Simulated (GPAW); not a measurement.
# Pb (P6_3/mmc) in GPAW: a series of runs, part 2 of 2

GPAW 26.7.0. The steps go on from the part before.

## Step 3: Relaxation of cell and atoms, PBEsol

run.py

```python
from ase.filters import FrechetCellFilter
from ase.io import read, write
from ase.optimize import BFGS
from gpaw import GPAW, PW, setup_paths

setup_paths.insert(0, '.')

atoms = read('Pb.xyz')

calc = GPAW(mode=PW(600),
            xc='PBEsol',
            kpts={'size': (9, 9, 5), 'gamma': True},
            occupations={'name': 'fermi-dirac', 'width': 0.05},
            nbands=24,
            convergence={'density': 1e-05, 'forces': 0.0001},
            maxiter=150,
            txt='gpaw.txt')
atoms.calc = calc
opt = BFGS(FrechetCellFilter(atoms), trajectory='relax.traj', logfile='-')
done = opt.run(fmax=0.02, steps=60)
calc.write('gs.gpw')
write('result.traj', atoms)
print('Converged:', done)
print('Cell:', atoms.cell.cellpar().round(4))
print('Volume:', round(atoms.get_volume(), 4))
print(atoms.get_scaled_positions().round(5))
```

Pb.xyz

```xyz
2
Lattice="3.4800000000 0.0000000000 0.0000000000 -1.7400000000 3.0137684052 0.0000000000 0.0000000000 0.0000000000 5.5900000000" Properties=species:S:1:pos:R:3 pbc="T T T"
Pb     1.7400000002      1.0045894683      4.1925000000
Pb    -0.0000000002      2.0091789369      1.3975000000
```

Potentials or basis: PAW data sets generated in the run's folder for this functional, pw.

Run with:

```
$ gpaw-setup -f PBEsol Pb
$ OMP_NUM_THREADS=1 python run.py
```

gpaw.txt:

```text
__  _  _
 | _ |_)|_||  |
 |__||  | ||/\| - 26.7.0

Input parameters:
  mode=PW(ecut=600.0),
  convergence={'density': 1e-05, 'forces': 0.0001},
  kpts=MonkhorstPack(size=(9, 9, 5), gamma=True),
  maxiter=150,
  nbands=24,
  occupations=Occupations(name='fermi-dirac', width=0.05),
  xc=XC(name='PBEsol')

Diagonalizing LCAO Hamiltonian
Converting LCAO to pw mode

           Pb

        Pb

Atoms  # Å, Bohr magnetons
|   | symbol |         x |        y |        z |    initial magnetic moments |
|---|--------|-----------|----------|----------|-----------------------------|
| 0 |     Pb |  1.740000 | 1.004589 | 4.192500 | ( 0.0000,  0.0000,  0.0000) |
| 1 |     Pb | -0.000000 | 2.009179 | 1.397500 | ( 0.0000,  0.0000,  0.0000) |

Unit cell  # Å
| periodic |         x |        y |        z |  lengths |     angles |
|----------|-----------|----------|----------|----------|------------|
|      yes |  3.480000 | 0.000000 | 0.000000 | 3.480000 |  90.000000 |
|      yes | -1.740000 | 3.013768 | 0.000000 | 3.480000 |  90.000000 |
|      yes |  0.000000 | 0.000000 | 5.590000 | 5.590000 | 120.000000 |

Number of symmetries: 12
Symmetry operations  # r_c * U_cc + t_c -> r_c
|    | kind |            matrix            |
|----|------|------------------------------|
|  0 |  σ   |  1, 1, 0,  0,-1, 0,  0, 0, 1 |
|  1 |  S6  |  1, 1, 0, -1, 0, 0,  0, 0,-1 |
|  2 |  E   |  1, 0, 0,  0, 1, 0,  0, 0, 1 |
|  3 |  C2  |  1, 0, 0, -1,-1, 0,  0, 0,-1 |
|  4 |  C2  |  0, 1, 0,  1, 0, 0,  0, 0,-1 |
|  5 |  C3  |  0, 1, 0, -1,-1, 0,  0, 0, 1 |
|  6 |  S6  |  0,-1, 0,  1, 1, 0,  0, 0,-1 |
|  7 |  σ   |  0,-1, 0, -1, 0, 0,  0, 0, 1 |
|  8 |  σ   | -1, 0, 0,  1, 1, 0,  0, 0, 1 |
|  9 |  i   | -1, 0, 0,  0,-1, 0,  0, 0,-1 |
| 10 |  C3  | -1,-1, 0,  1, 0, 0,  0, 0, 1 |
| 11 |  C2  | -1,-1, 0,  0, 1, 0,  0, 0,-1 |
[... 169 lines left out ...]
Stress tensor  # eV/Ang^3
|         x |         y |         z |
|-----------|-----------|-----------|
|  0.003446 | -0.000000 |  0.000000 |
| -0.000000 |  0.003446 |  0.000000 |
|  0.000000 |  0.000000 | -0.020902 |

Forces  # eV/Ang
|        x |       y |        z |
|----------|---------|----------|
|  0.00000 | 0.00000 |  0.00001 |  # Pb   0
| -0.00000 | 0.00000 | -0.00001 |  # Pb   1

Interpolating wave functions to new cell

           Pb

        Pb

Atoms  # Å, Bohr magnetons
|   | symbol |         x |        y |        z |    initial magnetic moments |
|---|--------|-----------|----------|----------|-----------------------------|
| 0 |     Pb |  1.738745 | 1.003865 | 4.210889 | ( 0.0000,  0.0000,  0.0000) |
| 1 |     Pb | -0.000000 | 2.007730 | 1.403629 | ( 0.0000,  0.0000,  0.0000) |
[... 185 lines left out ...]
|         19 |        16.887 |     0.000 |
|         20 |        19.394 |     0.000 |
|        ... |               |           |
|         23 |        20.457 |     0.000 |

No gap
No difference between direct/indirect transitions

Stress tensor  # eV/Ang^3
|         x |        y |         z |
|-----------|----------|-----------|
|  0.004058 | 0.000000 |  0.000000 |
| -0.000000 | 0.004058 |  0.000000 |
|  0.000000 | 0.000000 | -0.018408 |

Forces  # eV/Ang
|        x |       y |        z |
|----------|---------|----------|
|  0.00000 | 0.00000 |  0.00002 |  # Pb   0
| -0.00000 | 0.00000 | -0.00002 |  # Pb   1

Interpolating wave functions to new cell

           Pb

        Pb

Atoms  # Å, Bohr magnetons
|   | symbol |         x |        y |        z |    initial magnetic moments |
|---|--------|-----------|----------|----------|-----------------------------|
| 0 |     Pb |  1.723664 | 0.995158 | 4.382637 | ( 0.0000,  0.0000,  0.0000) |
| 1 |     Pb | -0.000000 | 1.990316 | 1.460874 | ( 0.0000,  0.0000,  0.0000) |
[... 186 lines left out ...]
|         19 |        16.919 |     0.000 |
|         20 |        18.770 |     0.000 |
|        ... |               |           |
|         23 |        20.051 |     0.000 |

No gap
No difference between direct/indirect transitions

Stress tensor  # eV/Ang^3
|         x |        y |        z |
|-----------|----------|----------|
|  0.005077 | 0.000000 | 0.000000 |
|  0.000000 | 0.005077 | 0.000000 |
| -0.000000 | 0.000000 | 0.002712 |

Forces  # eV/Ang
|        x |        y |        z |
|----------|----------|----------|
|  0.00000 |  0.00000 | -0.00008 |  # Pb   0
| -0.00000 | -0.00000 |  0.00008 |  # Pb   1

Interpolating wave functions to new cell
[... 221 lines left out ...]
Atoms  # Å, Bohr magnetons
|   | symbol |         x |        y |        z |    initial magnetic moments |
|---|--------|-----------|----------|----------|-----------------------------|
| 0 |     Pb |  1.712556 | 0.988744 | 4.375444 | ( 0.0000,  0.0000,  0.0000) |
| 1 |     Pb | -0.000000 | 1.977489 | 1.458481 | ( 0.0000,  0.0000,  0.0000) |

Unit cell  # Å
| periodic |         x |         y |        z |  lengths |     angles |
|----------|-----------|-----------|----------|----------|------------|
|      yes |  3.425111 | -0.000000 | 0.000000 | 3.425111 |  90.000000 |
|      yes | -1.712556 |  2.966233 | 0.000000 | 3.425111 |  90.000000 |
|      yes |  0.000000 |  0.000000 | 5.833925 | 5.833925 | 120.000000 |

Number of symmetries: 12
Symmetry operations  # r_c * U_cc + t_c -> r_c
|    | kind |            matrix            |
|----|------|------------------------------|
|  0 |  σ   |  1, 1, 0,  0,-1, 0,  0, 0, 1 |
|  1 |  S6  |  1, 1, 0, -1, 0, 0,  0, 0,-1 |
|  2 |  E   |  1, 0, 0,  0, 1, 0,  0, 0, 1 |
|  3 |  C2  |  1, 0, 0, -1,-1, 0,  0, 0,-1 |
|  4 |  C2  |  0, 1, 0,  1, 0, 0,  0, 0,-1 |
|  5 |  C3  |  0, 1, 0, -1,-1, 0,  0, 0, 1 |
|  6 |  S6  |  0,-1, 0,  1, 1, 0,  0, 0,-1 |
|  7 |  σ   |  0,-1, 0, -1, 0, 0,  0, 0, 1 |
|  8 |  σ   | -1, 0, 0,  1, 1, 0,  0, 0, 1 |
|  9 |  i   | -1, 0, 0,  0,-1, 0,  0, 0,-1 |
| 10 |  C3  | -1,-1, 0,  1, 0, 0,  0, 0, 1 |
| 11 |  C2  | -1,-1, 0,  0, 1, 0,  0, 0,-1 |
[... 176 lines left out ...]
Forces  # eV/Ang
|        x |        y |        z |
|----------|----------|----------|
|  0.00000 |  0.00000 |  0.00001 |  # Pb   0
| -0.00000 | -0.00000 | -0.00001 |  # Pb   1

# Writing to gs.gpw (mode='')
```

It took 1.8 min on 1 thread of Intel Xeon 6975P-C (Granite Rapids), shared host; peak memory 0.29 GiB.

Results:

```
Free energy                            : -8.4801 eV
Relaxed volume                         : 29.64 Å³/atom
Relaxed cell                           : a = 3.425 Å, b = 3.425 Å, c = 5.834 Å, α = 90.00°, β = 90.00°, γ = 120.00°
Space group after relaxing (to 0.05 Å) : P6_3/mmc (No. 194)
Energy gained by relaxing              : 14.6 meV/atom
Ionic steps                            : 5
Pressure after relaxing                : 0.0 GPa
Band gap on the k mesh                 : none (metal or under the smearing width)
```

Stress tensor (GPa, compression positive):
```
-0.01  0.00  0.00
 0.00 -0.01  0.00
 0.00  0.00  0.07
```

The path:
| step | energy change (eV) | largest force (eV/Å) | pressure (GPa) | volume (Å³) |
| --- | --- | --- | --- | --- |
| 1 | 0.0000 | 0.0000 | 0.75 | 58.63 |
| 2 | -0.0056 | 0.0000 | 0.55 | 58.80 |
| 3 | -0.0272 | 0.0001 | -0.69 | 60.14 |
| 4 | -0.0279 | 0.0000 | -0.56 | 59.98 |
| 5 | -0.0293 | 0.0000 | 0.02 | 59.27 |

Final structure:
```
CELL_PARAMETERS angstrom
3.42511 0.00000 0.00000
-1.71256 2.96623 0.00000
0.00000 0.00000 5.83392
ATOMIC_POSITIONS crystal
Pb 0.66667 0.33333 0.75000
Pb 0.33333 0.66667 0.25000
```

Caveat: later steps reuse the first step's grids. Zero-point motion and thermal expansion aren't in these numbers.

## Step 4: Relaxation of cell and atoms, PBEsol, target pressure 2 GPa, at which the enthalpy is minimised

Changes to run.py since step 3:

```diff
@@ -3,2 +3,3 @@
 from ase.optimize import BFGS
+from ase.units import GPa
 from gpaw import GPAW, PW, setup_paths
@@ -7,3 +8,3 @@
 
-atoms = read('Pb.xyz')
+atoms = read('POSCAR')
 
@@ -18,3 +19,3 @@
 atoms.calc = calc
-opt = BFGS(FrechetCellFilter(atoms), trajectory='relax.traj', logfile='-')
+opt = BFGS(FrechetCellFilter(atoms, scalar_pressure=2 * GPa), trajectory='relax.traj', logfile='-')
 done = opt.run(fmax=0.02, steps=60)
```

POSCAR

```
Pb
1.0
    3.4800000000      0.0000000000      0.0000000000
   -1.7400000000      3.0137684052      0.0000000000
    0.0000000000      0.0000000000      5.5900000000
Pb
2
Direct
    0.6666666667      0.3333333333      0.7500000000
    0.3333333333      0.6666666667      0.2500000000
```

Run with:

```
$ gpaw-setup -f PBEsol Pb
$ OMP_NUM_THREADS=1 python run.py
```

It took 2.3 min on 1 thread of Intel Xeon 6975P-C (Granite Rapids), shared host; peak memory 0.33 GiB.

It converged, with:

| Property | Result |
| --- | --- |
| Free energy | -8.4670 eV |
| Relaxed volume | 28.57 Å³/atom |
| Relaxed cell | a = 3.384 Å, b = 3.384 Å, c = 5.760 Å, α = 90.00°, β = 90.00°, γ = 120.00° |
| Space group after relaxing (to 0.05 Å) | P6_3/mmc (No. 194) |
| Energy change on relaxing (the enthalpy is what falls) | -8.2 meV/atom |
| Ionic steps | 6 |
| Pressure after relaxing | 2.0 GPa |
| Band gap on the k mesh | none (metal or under the smearing width) |

Step by step:
| step | energy change (eV) | largest force (eV/Å) | pressure (GPa) | volume (Å³) |
| --- | --- | --- | --- | --- |
| 1 | 0.0000 | 0.0000 | 0.75 | 58.63 |
| 2 | -0.0037 | 0.0000 | 0.95 | 58.34 |
| 3 | 0.0150 | 0.0000 | 3.93 | 55.44 |
| 4 | -0.0076 | 0.0000 | 2.59 | 56.58 |
| 5 | -0.0096 | 0.0000 | 2.47 | 56.69 |
| 6 | -0.0165 | 0.0000 | 2.00 | 57.14 |

Final structure:
```
Pb
1.0
     3.38448    0.00000    0.00000
    -1.69224    2.93104    0.00000
     0.00000    0.00000    5.76019
Pb
2
Direct
  0.66667 0.33333 0.75000
  0.33333 0.66667 0.25000
```

Levels at points of the mesh, in eV from the Fermi level:
```
           k point  band 11  band 12  band 13  band 14  band 15  band 16  band 17  band 18
(0.00, 0.00, 0.00)   -11.99    -8.35    -4.47     6.52     6.52     7.28     8.29     8.29
```

Caveat: later steps reuse the first step's grids. The run has no spin-orbit coupling, so splittings on Pb are missing.

## Step 5: Single point, LDA

run.py

```python
from ase.dft.bandgap import bandgap
from ase.io import write
from ase.spacegroup import crystal
from ase.units import GPa
from gpaw import GPAW, PW

# Pb 2c
atoms = crystal(['Pb'],
                basis=[[0.6666666667, 0.3333333333, 0.75]],
                spacegroup=194, setting=1,  # P6_3/mmc
                cellpar=[3.48, 3.48, 5.59, 90.0, 90.0, 120.0],
                primitive_cell=True)

calc = GPAW(mode=PW(500),
            xc='LDA',
            kpts={'size': (7, 7, 4), 'gamma': True},
            occupations={'name': 'fermi-dirac', 'width': 0.05},
            nbands=24,
            maxiter=120,
            txt='gpaw.txt')
atoms.calc = calc
energy = atoms.get_potential_energy()
forces = atoms.get_forces()
stress = atoms.get_stress()
calc.write('gs.gpw')
write('result.traj', atoms)
print(f'Energy: {energy:.6f} eV')
print('Forces (eV/A):')
print(forces.round(4))
print('Stress (GPa):', (stress / GPa).round(3))
print('Fermi level:', round(calc.get_fermi_level(), 4), 'eV')
print(f'Gap: {bandgap(calc)[0]:.4f} eV, direct: {bandgap(calc, direct=True)[0]:.4f} eV')
```

Potentials or basis: the program's PAW data sets (release 1.2.1) made for this functional, pw.

Run with:

```
$ OMP_NUM_THREADS=1 python run.py
```

gpaw.txt:

```text
__  _  _
 | _ |_)|_||  |
 |__||  | ||/\| - 26.7.0

Input parameters:
  mode=PW(ecut=500.0),
  kpts=MonkhorstPack(size=(7, 7, 4), gamma=True),
  maxiter=120,
  nbands=24,
  occupations=Occupations(name='fermi-dirac', width=0.05),
  xc=XC(name='LDA')

Diagonalizing LCAO Hamiltonian
Converting LCAO to pw mode

           Pb

        Pb

Atoms  # Å, Bohr magnetons
|   | symbol |         x |        y |        z |    initial magnetic moments |
|---|--------|-----------|----------|----------|-----------------------------|
| 0 |     Pb |  1.740000 | 1.004589 | 4.192500 | ( 0.0000,  0.0000,  0.0000) |
| 1 |     Pb | -0.000000 | 2.009179 | 1.397500 | ( 0.0000,  0.0000,  0.0000) |

Unit cell  # Å
| periodic |         x |        y |        z |  lengths |     angles |
|----------|-----------|----------|----------|----------|------------|
|      yes |  3.480000 | 0.000000 | 0.000000 | 3.480000 |  90.000000 |
|      yes | -1.740000 | 3.013768 | 0.000000 | 3.480000 |  90.000000 |
|      yes |  0.000000 | 0.000000 | 5.590000 | 5.590000 | 120.000000 |

Number of symmetries: 12
Symmetry operations  # r_c * U_cc + t_c -> r_c
|    | kind |            matrix            |
|----|------|------------------------------|
|  0 |  σ   |  1, 1, 0,  0,-1, 0,  0, 0, 1 |
|  1 |  S6  |  1, 1, 0, -1, 0, 0,  0, 0,-1 |
|  2 |  E   |  1, 0, 0,  0, 1, 0,  0, 0, 1 |
|  3 |  C2  |  1, 0, 0, -1,-1, 0,  0, 0,-1 |
|  4 |  C2  |  0, 1, 0,  1, 0, 0,  0, 0,-1 |
|  5 |  C3  |  0, 1, 0, -1,-1, 0,  0, 0, 1 |
|  6 |  S6  |  0,-1, 0,  1, 1, 0,  0, 0,-1 |
|  7 |  σ   |  0,-1, 0, -1, 0, 0,  0, 0, 1 |
|  8 |  σ   | -1, 0, 0,  1, 1, 0,  0, 0, 1 |
|  9 |  i   | -1, 0, 0,  0,-1, 0,  0, 0,-1 |
| 10 |  C3  | -1,-1, 0,  1, 0, 0,  0, 0, 1 |
| 11 |  C2  | -1,-1, 0,  0, 1, 0,  0, 0,-1 |

BZ-sampling:
  Number of BZ points: 196
  Number of IBZ points: 28

  Monkhorst-Pack size: [7, 7, 4]
  Monkhorst-Pack shift: [0.0, 0.0, 0.125]

K-points  # in reciprocal-cell coordinates
|     |                                coordinates |     weight |
|-----|--------------------------------------------|------------|
|   0 | (  0.00000000,   0.00000000,   0.00000000) | 0.00510204 |
|   1 | (  0.00000000,   0.00000000,   0.25000000) | 0.01020408 |
|   2 | (  0.00000000,   0.00000000,   0.50000000) | 0.00510204 |
|   3 | (  0.14285714,   0.00000000,  -0.25000000) | 0.03061224 |
|   4 | (  0.14285714,   0.00000000,   0.00000000) | 0.03061224 |
|   5 | (  0.14285714,   0.00000000,   0.25000000) | 0.03061224 |
|   6 | (  0.14285714,   0.00000000,   0.50000000) | 0.03061224 |
|   7 | (  0.28571429,  -0.14285714,   0.00000000) | 0.03061224 |
|   8 | (  0.28571429,  -0.14285714,   0.25000000) | 0.06122449 |
|   9 | (  0.28571429,  -0.14285714,   0.50000000) | 0.03061224 |
| ... |                                            |            |
|  27 | (  0.42857143,   0.42857143,   0.50000000) | 0.03061224 |

Plane wave coefficients: 1514
Cutoff: 500.0 eV

Spin-components: 1 (collinear spins)
Bands:           24
Projectors:      12
Spin-degeneracy: 2
Datatype:        complex128

Parallelization:
  kpt:    1
  domain: 1
  band:   1

Density:
  Valence electrons: 28.0
  Components: 1
  Grid points: [18 18 30]
  Charge: 0.0  # |e|

Potential:
  Grid points: [18 18 30]

species:
  Pb:
    name:    Lead
    Z:       82.0
    valence: 14
    core:    68
    charge:  0.0  # [|e|]
    compensation charges:
      type: gauss
      rc: 0.38  # [Å]
      lmax: 2
    cutoffs:
      filter: 2.36  # [Å]
      core: 2.43  # [Å]
    projectors
    | kind |    occ | energy [eV] | rcut [Å] |
    |------|--------|-------------|----------|
    |   6s |  2.000 |     -12.249 |    1.259 |
    |   6p |  2.000 |      -3.713 |    1.275 |
    |   5d | 10.000 |     -21.326 |    1.217 |
    |    s |        |      14.962 |    1.259 |
    |    p |        |      23.498 |    1.275 |
    |    d |        |       5.885 |    1.217 |

    Using partial waves for Pb as LCAO basis

Reference energy: -1133941.867262  # eV

eigensolver:
  PPCG
  Converge bands: occupied
  niter=2

density mixing:
  MSR1-Mixer
  Pratt-step length: 0.05
  Maximum mixing coefficient: 0.75
  Old densities: 10
  SVD Regularization: 0.005
  Good broyden scale: 1.0
  Trust region scale: 1.0
  Backstep threshold: 4.0
  History deletion threshold: 6.0
  Fourier metric: weight=20.0, sigma=0.015

occupation numbers:
  Fermi-Dirac:
    width: 0.0500  # eV

poisson solver:
  ecut: 4000.0  # eV

xc functional:
  name: None

convergence criteria:
- Maximum [total energy] change in last 3 cyles: 0.0005 eV / valence electron
- Maximum integral of absolute [dens]ity change: 0.0001 electrons / valence electron
- Maximum integral of absolute [eigenst]ate change: 4e-08 eV^2 / valence electron
maximum number of iterations: 120

SCF iterations
|iter     | |      energy | eigst |  dens |
|---------|-|-------------|-------|-------|
|iter:   1| |   -9.060234 | -0.12 |       |
|iter:   2| |   -9.059113 | -2.19 | -1.77 |
|iter:   3| |   -9.023993 | -2.49 | -1.81 |
|iter:   4| |   -9.022938 | -3.57 | -2.33 |
|iter:   5| |   -9.022931c| -4.68 | -2.73 |
|iter:   6| |   -9.022937c| -6.09 | -3.86 |
|iter:   7| |   -9.022938c| -6.81 | -4.20c|
|iter:   8| |   -9.022938c| -7.36 | -4.54c|
|iter:   9| |   -9.022938c| -8.27c| -5.20c|

Converged in 9 steps
Energy contributions relative to reference atoms: (reference = -1133941.867262)

Energy contributions:
  Kinetic:          13.515081
  Coulomb:         -13.436340
  Zero:              0.012317
  External:          0.000000
  Xc:               -9.110434
  Entropy:          -0.007124
  Spinorbit:         0.000000
  ----------------------------
  Free energy:      -9.026500
  Extrapolated:     -9.022938

dipole moment: (0.000003, 0.000004, 0.000008)  # |e|*Ang

Fermi level: 7.761
Eigenvalues  # (at kpt = [0.000, 0.000, 0.000])
| band index |      eig [eV] | occ [0-2] |
|------------|---------------|-----------|
|          0 |        -9.387 |     2.000 |
|        ... |               |           |
|          5 |        -9.296 |     2.000 |
|          6 |        -9.255 |     2.000 |
|          7 |        -9.255 |     2.000 |
|          8 |        -9.056 |     2.000 |
|          9 |        -9.056 |     2.000 |
|         10 |        -4.328 |     2.000 |
[... 8 lines left out ...]
|         19 |        16.822 |     0.000 |
|         20 |        19.305 |     0.000 |
|        ... |               |           |
|         23 |        20.523 |     0.000 |

No gap
No difference between direct/indirect transitions

Forces  # eV/Ang
|       x |       y |        z |
|---------|---------|----------|
| 0.00000 | 0.00000 |  0.00004 |  # Pb   0
| 0.00000 | 0.00000 | -0.00004 |  # Pb   1

Stress tensor  # eV/Ang^3
|         x |         y |        z |
|-----------|-----------|----------|
|  0.007381 | -0.000000 | 0.000000 |
| -0.000000 |  0.007381 | 0.000000 |
|  0.000000 |  0.000000 | 0.013551 |

# Writing to gs.gpw (mode='')
```

stdout:

```text
Energy: -9.022938 eV
Forces (eV/A):
[[ 0.  0.  0.]
 [ 0.  0. -0.]]
Stress (GPa): [ 1.183  1.183  2.171  0.     0.    -0.   ]
Fermi level: 7.7611 eV
Gap: 0.0000 eV, direct: 0.0000 eV
```

Wall time 39 s (1 thread of AMD EPYC, shared host); peak memory 0.16 GiB.

Results:

```
Free energy            : -9.0265 eV
Pressure               : -1.5 GPa
Band gap on the k mesh : none (metal or under the smearing width)
```

Stress tensor (GPa, compression positive):
```
-1.18  0.00  0.00
 0.00 -1.18  0.00
 0.00  0.00 -2.17
```

Caveat: the cutoff is short for stress and forces, so pressures can be off by a GPa or more. The run has no spin-orbit coupling, so splittings on Pb are missing.

## Step 6: The runs side by side

| task | level | potentials or basis | cell | k mesh | cutoff (eV) | maxiter | optimizer | fmax | max steps | target pressure | gap on the mesh (eV) | pressure (GPa) |
| --- | --- | --- | --- | --- | --- | --- | --- | --- | --- | --- | --- | --- |
| relaxation of cell and atoms | PBEsol | PAW data sets generated in the run's folder for this functional, pw | relaxed to 10 GPa | 9 × 9 × 5 | 600 | 150 | BFGS | 0.02 eV/Å | 60 | 10 GPa | none | 10.0 |
| relaxation of cell and atoms | PBEsol | PAW data sets generated in the run's folder for this functional, pw | relaxed | 9 × 9 × 5 | 600 | 150 | BFGS | 0.02 eV/Å | 60 | - | none | 0.0 |
| relaxation of cell and atoms | PBEsol | PAW data sets generated in the run's folder for this functional, pw | relaxed to 2 GPa | 9 × 9 × 5 | 600 | 150 | BFGS | 0.02 eV/Å | 60 | 2 GPa | none | 2.0 |
| single point | LDA | the program's PAW data sets (release 1.2.1) made for this functional, pw | as given | 7 × 7 × 4 | 500 | 120 | - | - | - | - | none | -1.5 |

Alike in all rows: no spin polarisation; smearing fermi-dirac 0.05 eV.

Caveats: later steps reuse the first step's grids (some runs); the cutoff is short for stress and forces, so pressures can be off by a GPa or more (some runs).

Absolute energies hang on the potentials; compare differences alone.
